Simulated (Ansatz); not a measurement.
Runs of Ansatz 0.2.0 on KCl. It takes space group Pm-3m (No. 221, cubic). The conventional cell has a = 3.839 Å, b = 3.839 Å, c = 3.839 Å, α = 90.00°, β = 90.00°, γ = 90.00°. K (site symmetry m-3m) is surrounded by 8 Cl at 3.32 Å. Cl (site symmetry m-3m) has 8 K at 3.32 Å as nearest neighbours. Measurements of this composition are mostly on another form, of space group No. 225.

```tsv
cell	gap on the mesh (eV)	pressure (GPa)
relaxed	4.99	0.0
relaxed to 20 GPa	(a)	20.0
relaxed to 5 GPa	5.80	5.0
relaxed to 30 GPa	5.16	30.0
relaxed to 10 GPa	(b)	10.0
```

Alike in all rows: task relaxation of cell and atoms; level PBEsol; potentials or basis all-electron LAPW, scalar-relativistic; no spin polarisation; k mesh 7 × 7 × 7; smearing fermi-dirac 0.05 eV; basis error allowed 0.001 eV/atom.

**Question.** Estimate the missing entries.

**Answer.** (a) 5.48; (b) 5.87.

Caveats: an odd mesh through Γ misses points on the zone boundary, where band edges often lie.
